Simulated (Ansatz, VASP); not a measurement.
## Sb: VASP beside Ansatz

File INCAR:

```
ALGO     = Normal         # electronic algorithm
EDIFF    = 1E-6           # SCF threshold, eV
ENCUT    = 520            # plane-wave cutoff, eV
GGA      = PS             # functional
GGA_COMPAT= F            
ISIF     = 2              # what is computed and relaxed
ISMEAR   = -1             # smearing method
LASPH    = T              # aspherical terms in the spheres
LCHARG   = F              # write CHGCAR
LORBIT   = 11             # projections on sites
LORBMOM  = T            
LREAL    = F              # projectors in reciprocal space
LSORBIT  = T              # spin-orbit coupling
LWAVE    = F              # write WAVECAR
MAGMOM   = 0 0 0 0 0 0    # initial moments
NBANDS   = 22             # bands
NELM     = 150            # most SCF steps
PREC     = Accurate       # precision mode
SIGMA    = 0.05           # smearing width, eV
```

Contents of KPOINTS:

```
k-points
0
Gamma
  7 7 4
```

The input POSCAR:

```
Sb
1.0
    3.3545324186      0.0000000000      0.0000000000
   -1.6772662093      2.9051102923      0.0000000000
    0.0000000000      0.0000000000      5.4701606500
Sb
2
Direct
    0.6666666667      0.3333333333      0.7500000000
    0.3333333333      0.6666666667      0.2500000000
```

The input input.yaml:

```yaml
crystal:
  lattice:
    - [3.3545324186, 0.0, 0.0]
    - [-1.6772662093, 2.9051102923, 0.0]
    - [0.0, 0.0, 5.47016065]
  atoms:
    - { symbol: Sb, position: [0.6666666667, 0.3333333333, 0.75] }
    - { symbol: Sb, position: [0.3333333333, 0.6666666667, 0.25] }
kpoints:
  mp_grid: { grid: [7, 7, 4] }
  band_path:
    path:
      - [0.0, 0.0, 0.0]
      - [0.5, 0.0, 0.0]
      - [0.3333333333, 0.3333333333, 0.0]
      - [0.0, 0.0, 0.0]
      - [0.0, 0.0, 0.5]
      - [0.5, 0.0, 0.5]
      - [0.3333333333, 0.3333333333, 0.5]
      - [0.0, 0.0, 0.5]
    npoints: 12
scf:
  occupations: { method: fermi_dirac, width: 0.05 }
hamiltonian:
  xc: pbesol
  pseudopotentials: { kind: all_electron, lapw: { basis_error: 0.001 } }
magnetization:
  noncollinear: true
  spin_orbit: true
output:
  forces: true
  stress: true
  eigenvalues: true
```

Alike in both runs: functional PBEsol; k mesh 7 × 7 × 4; occupations fermi-dirac, width 0.05 eV; non-collinear spin, spin-orbit coupling.

```csv
,VASP,Ansatz
version,VASP 6.6.1,Ansatz 0.2.0
potentials or method,"VASP PAW PBE potentials, release 64 (Sb)","all-electron LAPW, relativistic spinors"
plane-wave cutoff (eV),520,see its input
task,single point,band structure
```

```tsv
	VASP	Ansatz	Ansatz less VASP
gap on the k mesh at the Fermi level (eV)	none	none	-
pressure (GPa)	-1.2	-1.1	+0.03
largest component of the traceless stress (GPa)	1.05	1.07	+0.023
net moment per atom (μB)	0.00	0.00	0.000
```

A gap of «none» marks a metal or a gap that the smearing closes. Ansatz ran all-electron here, so the differences hold the error of VASP's frozen core and of both bases.

Caveats: the PAW data sets were made with another functional, which shifts forces and pressure a little (VASP); the k mesh is thin for a metal, which can move the energy by tens of meV per atom (Ansatz).
